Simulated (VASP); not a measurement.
# AlN: relaxation of cell and atoms with PBEsol

The system is AlN.

```
Al N
1.0
     1.77628   -2.84206    0.00000
     1.77628    2.84206    0.00000
     0.00000    0.00000    3.55257
Al N
2 2
Direct
  0.00000 0.00000 0.00000
  0.63781 0.36219 0.50000
  0.00000 0.00000 0.49200
  0.63781 0.36219 0.99200
```

The cell was built by a generator and needn't be a form met in nature.

```yaml
Program: VASP 6.6.1
Task: relaxation of cell and atoms
Functional: PBEsol
Potentials_or_basis: VASP PAW PBE potentials, release 64 (Al, N)
Cutoff: 600 eV
k_mesh: 9 × 9 × 7
Occupations: gaussian, width 0.01 eV
Spin: no spin polarisation
Target_pressure: 20 GPa
Dipole_correction: no
Further_INCAR_settings: ALGO = Fast; EDIFF = 1e-06; IBRION = 2; EDIFFG = -0.01; NSW = 70; ISIF = 8
Target_pressure: 20 GPa
```

```
Relaxed volume                                         : 9.40 Å³/atom
Relaxed cell                                           : a = 3.404 Å, b = 3.404 Å, c = 3.608 Å, α = 90.00°, β = 90.00°, γ = 115.99°
Space group after relaxing (to 0.05 Å)                 : Cmcm (No. 63)
Energy change on relaxing (the enthalpy is what falls) : -96.9 meV/atom
Ionic steps                                            : 13
Pressure after relaxing                                : 20.1 GPa
Largest force after relaxing                           : 0.007 eV/Å
Band gap on the k mesh                                 : 3.55 eV, indirect (least direct gap 4.04 eV)
```

Forces on the atoms (eV/Å):
```
Al   0.000  0.004  0.005
Al   0.000 -0.004  0.005
N    0.000  0.005 -0.005
N    0.000 -0.005 -0.005
```

Stress tensor (GPa, compression positive):
```
-4.54  0.00  0.00
 0.00  0.81  0.00
 0.00  0.00 64.10
```

The path:
| step | energy change (eV) | largest force (eV/Å) | pressure (GPa) | volume (Å³) |
| --- | --- | --- | --- | --- |
| 1 | 0.0000 | 1.3078 | 34.96 | 35.87 |
| 2 | -0.4095 | 2.0618 | 3.94 | 40.39 |
| 3 | -0.3437 | 0.7036 | 20.23 | 37.56 |
| 4 | -0.3378 | 0.6862 | 20.59 | 37.51 |
| 5 | -0.4409 | 0.4374 | 16.06 | 38.14 |
| 6 | -0.4263 | 0.3649 | 16.94 | 38.00 |
| 7 | -0.3690 | 0.1564 | 21.23 | 37.45 |
| 8 | -0.3864 | 0.1000 | 20.16 | 37.58 |
| 9 | -0.3922 | 0.1090 | 19.82 | 37.63 |
| 10 | -0.3902 | 0.0579 | 19.96 | 37.61 |
| 11 | -0.3910 | 0.0272 | 19.91 | 37.61 |
| 12 | -0.3915 | 0.0155 | 19.88 | 37.62 |
| 13 | -0.3874 | 0.0068 | 20.12 | 37.58 |

Final structure:
```cif
data_structure
_symmetry_space_group_name_H-M 'P 1'
_symmetry_Int_Tables_number 1
_cell_length_a 3.4040
_cell_length_b 3.4040
_cell_length_c 3.6083
_cell_angle_alpha 90.000
_cell_angle_beta 90.000
_cell_angle_gamma 115.989
_cell_volume 37.58
loop_
_atom_site_label
_atom_site_type_symbol
_atom_site_fract_x
_atom_site_fract_y
_atom_site_fract_z
_atom_site_occupancy
Al1 Al 0.98984 0.01016 0.99598 1
Al2 Al 0.64797 0.35203 0.49598 1
N1 N 0.99385 0.00615 0.49602 1
N2 N 0.64397 0.35603 0.99602 1
```

Levels at points of the mesh, in eV from the valence-band top:
```csv
k point,band 4,band 5,band 6,band 7,band 8,band 9,band 10,band 11,band 12
"(0.00, 0.00, 0.00)",-3.99,-3.32,-0.93,-0.88,-0.49,3.55,5.15,7.50,9.25
```

It took 3.5 min on 1 thread of AMD EPYC 9R45 96-Core Processor (Zen 5), on a shared host, peak memory 0.16 GiB.

Caveat: the cell is relaxed towards a set pressure, so the enthalpy falls and the energy may rise; the PAW data sets were made with another functional, which shifts forces and pressure a little; an odd mesh through Γ misses points on the zone boundary, where band edges often lie.
